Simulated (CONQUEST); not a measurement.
The system is Ag.

```
Ag
1.0
     2.88888    0.00000    0.00000
     0.00000    2.88888    0.00000
     0.00000    0.00000    4.08550
Ag
2
Direct
  0.00000 0.00000 0.00000
  0.50000 0.50000 0.50000
```

* Program: CONQUEST 1.3
* Task: single point
* Functional: PBE
* Potentials or basis: PseudoDojo NC PBE, DZP, grid cutoff 120 Ha
* k mesh: 9 × 9 × 7
* Occupations: fermi-dirac, width 0.05 eV
* Spin: no spin polarisation

On this cell: pressure 5.0 GPa; largest force zero by symmetry; band gap on the k mesh none (metal or under the smearing width).

The same run follows on a disturbed copy (atoms of the box moved at random, drawn with an rms of 0.05 Å):

```xyz
2
Lattice="2.8889 0.0000 0.0000 0.0000 2.8889 0.0000 0.0000 0.0000 4.0855" Properties=species:S:1:pos:R:3 pbc="T T T"
Ag   -0.0123   -0.0124   -0.0071
Ag    1.4370    1.4304    2.0442
```

What changes?

The energy (extrapolated to zero smearing) moves by +0.0 meV/atom; pressure 5.3 GPa; largest force 0.083 eV/Å; band gap on the k mesh none (metal or under the smearing width).

Forces in eV/Å, atoms in the order of the input:
```
Ag   0.006 -0.013  0.081
Ag  -0.017 -0.004 -0.061
```

The forces don't sum to zero, so they hold noise of the program's grid.

Caveats: the basis of atomic orbitals isn't converged, which shifts pressures, moduli and gaps; the real-space grid breaks the cell's symmetry a little (some runs).
